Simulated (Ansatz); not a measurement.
Rock-salt LiI, treated with PBEsol+SOC (plane waves, PAW; Ansatz, a program for electronic structure).

Run with plane-wave cutoff 520 eV, 10×10×10 k mesh, Fermi–Dirac smearing 0.01 eV, PAW data made under PBE.

The cell has the measured lattice: a = 6.0120 Å, b = 6.0120 Å, c = 6.0120 Å, α = 90.00°, β = 90.00°, γ = 90.00°.

**Question.** Predict the band gap.

**Answer.** 
- band gap: 3.77 eV (direct)

Measured, for comparison: band gap 6.4 eV (temperature not stated, no zero-point or thermal correction, our sources range from 6.10 to 6.40; as tabulated in Aguado et al. (1998), arXiv:cond-mat/9809176). Computed (rounded) less measured: band gap -2.63 eV (-2.33 eV to -2.63 eV over the range).

Note: cell and atoms aren't relaxed at this level (pressure -1.1 GPa).

Computing time: about 24 core-seconds (a rough figure).
